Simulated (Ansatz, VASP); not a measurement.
## B in VASP and in Ansatz

File INCAR:

```
SYSTEM = B
ALGO = Fast ; EDIFF = 1E-6
ENCUT = 520 ; GGA = PE
ISIF = 2 ; ISMEAR = 0
LASPH = .TRUE. ; LCHARG = .TRUE.
LELF = .TRUE. ; LREAL = .FALSE.
LVHAR = .TRUE. ; LWAVE = .FALSE.
NBANDS = 26 ; NELM = 60
PREC = Accurate ; SIGMA = 0.1
```

KPOINTS

```
k-points
0
G
  6 6 2
  0 0 0
```

Contents of POSCAR:

```
B
1.0
    2.9319219200      0.0000000000      0.0000000000
   -1.4659609600      2.5391188700      0.0000000000
    0.0000000000      0.0000000000     10.3425477700
B
10
Direct
    0.3333333300      0.6666666700      0.5790258200
    0.6666666700      0.3333333300      0.0790258200
    0.0000000000      0.0000000000      0.7500000000
    0.3333333300      0.6666666700      0.9209741800
    0.0000000000      0.0000000000      0.2500000000
    0.6666666700      0.3333333300      0.4209741800
    0.3333333300      0.6666666700      0.7500000000
    0.0000000000      0.0000000000      0.5000000000
    0.6666666700      0.3333333300      0.2500000000
    0.0000000000      0.0000000000      0.0000000000
```

Input for Ansatz:

```yaml
crystal:
  lattice:
    - [2.93192192, 0.0, 0.0]
    - [-1.46596096, 2.53911887, 0.0]
    - [0.0, 0.0, 10.34254777]
  atoms:
    - { symbol: B, position: [0.33333333, 0.66666667, 0.57902582] }
    - { symbol: B, position: [0.66666667, 0.33333333, 0.07902582] }
    - { symbol: B, position: [0.0, 0.0, 0.75] }
    - { symbol: B, position: [0.33333333, 0.66666667, 0.92097418] }
    - { symbol: B, position: [0.0, 0.0, 0.25] }
    - { symbol: B, position: [0.66666667, 0.33333333, 0.42097418] }
    - { symbol: B, position: [0.33333333, 0.66666667, 0.75] }
    - { symbol: B, position: [0.0, 0.0, 0.5] }
    - { symbol: B, position: [0.66666667, 0.33333333, 0.25] }
    - { symbol: B, position: [0.0, 0.0, 0.0] }
basis:
  ecutwfc: 420
kpoints:
  mp_grid: { grid: [6, 6, 2] }
hamiltonian:
  xc: pbe
scf:
  occupations: { method: gaussian, width: 0.1 }
  lower_state_search: "off"
output:
  forces: true
  stress: true
  eigenvalues: true
```

Alike in both runs: task single point; functional PBE; k mesh 6 × 6 × 2; occupations gaussian, width 0.1 eV; no spin polarisation.

|  | VASP | Ansatz |
| --- | --- | --- |
| version | VASP 6.6.1 | Ansatz 0.2.0 |
| potentials or method | VASP PAW PBE potentials, release 64 (B) | scalar-relativistic, plane waves, PAW |
| plane-wave cutoff (eV) | 520 | 420 |
| valence electrons in the cell | 30 | 30 |

VASP gave:

| Item | Value |
| --- | --- |
| gap on the k mesh at the Fermi level (eV) | none |
| pressure (GPa) | -11.5 |
| largest component of the traceless stress (GPa) | 13.64 |
| rms of the force components (eV/Å) | 0.426 |

Q: What did Ansatz give for the same quantities?

A: gap on the k mesh at the Fermi level (eV): none; pressure (GPa): -11.5; largest component of the traceless stress (GPa): 13.59; rms of the force components (eV/Å): 0.424.

Atom by atom the forces differ by 0.002 eV/Å (rms over components). A gap of «none» marks a metal or a gap that the smearing closes. With one functional, cell and mesh, what is left measures potentials, basis and numerics.

Caveats: the k mesh is coarse (spacing up to 0.41 Å⁻¹), so the values aren't converged; forces of over 1 eV/Å show positions far from the minimum, so gaps and moduli don't describe the material at rest.
